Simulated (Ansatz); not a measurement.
# TiSe2 (P-3m1): equation of state

The task here is to estimate one member of a computed series from the others.

A COD entry behind a cell of this session may itself be a prediction, so a difference from it is no test against experiment.

Program: Ansatz 0.2.0. Level of theory: DFT r²SCAN, scalar-relativistic, plane waves, PAW. These are calculated values, not measurements.

The runs add the D3(BJ) dispersion term to the functional named.

### Starting point

Symmetry: P-3m1, No. 164, trigonal system. Conventional cell: a = 3.534 Å, b = 3.534 Å, c = 6.043 Å, α = 90.00°, β = 90.00°, γ = 120.00°. Ti (site symmetry -3m) is surrounded by 6 Se at 2.55 Å. Se (site symmetry 3m) has 3 Ti at 2.55 Å as nearest neighbours.

Coordinates:

```cif
data_structure
_symmetry_space_group_name_H-M 'P-3m1'
_symmetry_Int_Tables_number 164
_cell_length_a 3.5343
_cell_length_b 3.5343
_cell_length_c 6.0430
_cell_angle_alpha 90.000
_cell_angle_beta 90.000
_cell_angle_gamma 120.000
_cell_volume 65.37
loop_
_atom_site_label
_atom_site_type_symbol
_atom_site_symmetry_multiplicity
_atom_site_Wyckoff_symbol
_atom_site_fract_x
_atom_site_fract_y
_atom_site_fract_z
_atom_site_occupancy
Ti1 Ti 1 a 0.00000 0.00000 0.00000 1
Se1 Se 2 d 0.33333 0.66667 0.25174 1
```

An earlier run at r²SCAN left this cell at 21.790 Å³/atom and 0.00 GPa (12×12×6 mesh).

Volume factors to run: 0.980, 1.020, 0.960, 1.040.

The first run:

Contents of input.yaml:

```yaml
crystal:
  lattice:
    - [3.5105401069, 0.0, 0.0]
    - [-1.7552700534, 3.0402169136, 0.0]
    - [0.0, 0.0, 6.0024441998]
  atoms:
    - { symbol: Ti, position: [0.0, 0.0, 0.0] }
    - { symbol: Se, position: [0.3333333333, 0.6666666667, 0.2517417135] }
    - { symbol: Se, position: [0.6666666667, 0.3333333333, 0.7482582865] }
basis:
  ecutwfc: 500
  ecutrho_ratio: 4
kpoints:
  mp_grid: { grid: [12, 12, 6] }
hamiltonian:
  xc: r2scan
  dispersion: d3bj
scf:
  occupations: { method: gaussian, width: 0.05 }
output:
  forces: true
  stress: true
  eigenvalues: true
relax:
  f_tol: 0.01
  max_steps: 40
  cell: { stress_tol: 0.1, fix: [volume] }
```

The run is started by

```sh
$ ansatz run input.yaml --threads 4 --pin off --max-ram 10240MiB --backend cpu --events-out ev --progress --plain --runs-dir out
```

Among the steps run: At 0.980 of the relaxed volume; Volume × 1.020; Volume × 0.960; At 1.040 of the relaxed volume.

One of the session's tables, all rows but one given; the rest of the session is left out.

```
volume (Å³/atom)  energy (meV/atom)  pressure (GPa)
          20.919               3.72            1.51
          21.354               0.84            0.62
          21.790               0.00            0.00
          22.226                  ?               ?
          22.662               2.88           -1.05
```

Estimate the missing values for volume (Å³/atom) = 22.226.

Worked estimate for «energy (meV/atom)». A straight line through the neighbours (21.790, 0.00) and (22.662, 2.88) gives 0.00 + (2.88 − 0.00) × (22.226 − 21.790) / (22.662 − 21.790) = 1.44; a parabola fitted to 3 rows on both sides gives 0.68.

As computed: energy (meV/atom): 0.71; pressure (GPa): -0.57. In «energy (meV/atom)» the line misses by +0.73 and the parabola by -0.03.

volume (Å³/atom), energy (meV/atom) and a bar:
```
    20.92        3.7 ##############################
    21.35        0.8 #######
    21.79        0.0 
    22.23        0.7 ######
    22.66        2.9 #######################
```

To keep in mind: Warnings in the runs' records: dispersion damping borrowed.
